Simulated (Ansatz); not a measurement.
## Two-dimensional strain map in Al3GaN4

These are results of Ansatz, DFT r2SCAN, scalar-relativistic, plane waves, PAW, not measurements. The runs took a 500 eV cutoff, a Γ-centred 6×6×6 mesh and Gaussian smearing (0.05 eV). No spin polarisation. Energies are free energies at this smearing, counted from the undisturbed cell; pressure is positive in compression.

The undisturbed cell (relaxed at this level; it needn't be the usual structure):

```yaml
crystal:
  lattice:
    - [4.40124, 0.00000, 0.00000]
    - [0.00000, 4.40124, 0.00000]
    - [0.00000, 0.00000, 4.40124]
  atoms:
    - { symbol: Al, position: [0.50000, 0.50000, 0.00000] }
    - { symbol: Al, position: [0.50000, 0.00000, 0.50000] }
    - { symbol: Al, position: [0.00000, 0.50000, 0.50000] }
    - { symbol: Ga, position: [0.00000, 0.00000, 0.00000] }
    - { symbol: N, position: [0.74446, 0.74446, 0.25554] }
    - { symbol: N, position: [0.74446, 0.25554, 0.74446] }
    - { symbol: N, position: [0.25554, 0.74446, 0.74446] }
    - { symbol: N, position: [0.25554, 0.25554, 0.25554] }
```

The cell is strained by p along both x and y and by q along z, fractional coordinates fixed. Points are written (p, q).

p was sampled at -0.080, -0.040, 0.000, 0.040, 0.080 and q at -0.080, -0.040, 0.000, 0.040, 0.080.

Where on the computed points is the energy highest, and how high?

At (-0.080, -0.080): 505.4 meV/atom.

Away from (0, 0), which computed point is lowest?

(0.000, 0.040): 15.9 meV/atom.

The map, in meV/atom:

```
 p \ q  -0.080  -0.040  0.000  0.040  0.080
-0.080   505.4   342.8  232.3  171.4  157.3
-0.040   211.9   111.8   53.4   35.0   54.7
 0.000    65.9    16.3    0.0   15.9   62.5
 0.040    37.7    28.3   45.4   88.2  155.8
 0.080   103.0   124.8  167.8  231.4  314.8
```